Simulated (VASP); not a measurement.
Crystal: MgS (Niningerite).

```xyz
2
Lattice="0.0000 2.6016 2.6016 2.6016 0.0000 2.6016 2.6016 2.6016 0.0000" Properties=species:S:1:pos:R:3 pbc="T T T"
S     2.6016    2.6016    2.6016
Mg    0.0000    0.0000    0.0000
```

Program: VASP 6.6.1. Alike in all runs: task single point; level PBE0(alpha); potentials or basis VASP PAW PBE potentials, release 64 (S, Mg); no spin polarisation; cell as given; k mesh 5 × 5 × 5; cutoff (eV) 520; smearing fermi-dirac 0.05 eV.

Q: Order these runs on this cell by their band gap on the k mesh, lowest first.
A. share of exact exchange 0.4
B. share of exact exchange 0.15
C. share of exact exchange 0.1
D. share of exact exchange 0.3
E. share of exact exchange 0.05

A: E (3.53 eV), C (3.87 eV), B (4.22 eV), D (5.28 eV), A (6.00 eV).

Caveats: an odd mesh through Γ misses points on the zone boundary, where band edges often lie.

Runs at the PBE level aren't shown here.
